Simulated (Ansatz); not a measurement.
# Sc: the cost of one run

Program: Ansatz 0.2.0. Level of theory: DFT PBE+D3(BJ), plane waves, PAW, scalar-relativistic, no spin polarisation. These are calculated values, not measurements.

### 1 Starting point

The cell holds 13 atoms (Sc13): a = 6.618 Å, b = 9.926 Å, c = 5.268 Å, α = 90.00°, β = 90.00°, γ = 120.00°.

Coordinates:

```cif
data_structure
_symmetry_space_group_name_H-M 'P 1'
_symmetry_Int_Tables_number 1
_cell_length_a 6.6176
_cell_length_b 9.9264
_cell_length_c 5.2680
_cell_angle_alpha 90.000
_cell_angle_beta 90.000
_cell_angle_gamma 120.000
_cell_volume 299.69
loop_
_atom_site_label
_atom_site_type_symbol
_atom_site_fract_x
_atom_site_fract_y
_atom_site_fract_z
_atom_site_occupancy
Sc1 Sc 0.16667 0.22222 0.25000 1
Sc2 Sc 0.33333 0.11111 0.75000 1
Sc3 Sc 0.16667 0.55556 0.25000 1
Sc4 Sc 0.33333 0.44444 0.75000 1
Sc5 Sc 0.16667 0.88889 0.25000 1
Sc6 Sc 0.33333 0.77778 0.75000 1
Sc7 Sc 0.66667 0.22222 0.25000 1
Sc8 Sc 0.83333 0.11111 0.75000 1
Sc9 Sc 0.66667 0.55556 0.25000 1
Sc10 Sc 0.83333 0.44444 0.75000 1
Sc11 Sc 0.66667 0.88889 0.25000 1
Sc12 Sc 0.83333 0.77778 0.75000 1
Sc13 Sc 0.33955 0.10986 0.13173 1
```

### 2 Relaxing the start

Contents of input.yaml:

```yaml
accuracy: low
crystal:
  lattice:
    - [6.6176, 0.0, 0.0]
    - [-4.9632, 8.596515, 0.0]
    - [0.0, 0.0, 5.268]
  atoms:
    - { symbol: Sc, position: [0.1666667, 0.2222222, 0.25] }
    - { symbol: Sc, position: [0.3333333, 0.1111111, 0.75] }
    - { symbol: Sc, position: [0.1666667, 0.5555556, 0.25] }
    - { symbol: Sc, position: [0.3333333, 0.4444444, 0.75] }
    - { symbol: Sc, position: [0.1666667, 0.8888889, 0.25] }
    - { symbol: Sc, position: [0.3333333, 0.7777778, 0.75] }
    - { symbol: Sc, position: [0.6666667, 0.2222222, 0.25] }
    - { symbol: Sc, position: [0.8333333, 0.1111111, 0.75] }
    - { symbol: Sc, position: [0.6666667, 0.5555556, 0.25] }
    - { symbol: Sc, position: [0.8333333, 0.4444444, 0.75] }
    - { symbol: Sc, position: [0.6666667, 0.8888889, 0.25] }
    - { symbol: Sc, position: [0.8333333, 0.7777778, 0.75] }
    - { symbol: Sc, position: [0.3395517, 0.1098593, 0.1317296] }
basis:
  ecutwfc: 420.0
kpoints:
  mp_grid: { grid: [2, 1, 2] }
hamiltonian:
  xc: pbe
  dispersion: d3bj
scf:
  occupations: { method: fermi_dirac, width: 0.15 }
  lower_state_search: "off"
relax:
  f_tol: 0.08
  max_steps: 25
  adjacent_minimum: "off"
output:
  write_density: true
  write_potential: true
  elf: true
  volumetric_format: npy
```

Started as:

```bash
ansatz run input.yaml --threads 1 --pin off --max-ram 3072MiB --backend cpu --events-out ev --progress --plain --runs-dir out
```

What time and memory should one allow on 1 thread of Arm Neoverse V2, shared host?

About 71 s, with a peak of 0.54 GiB.
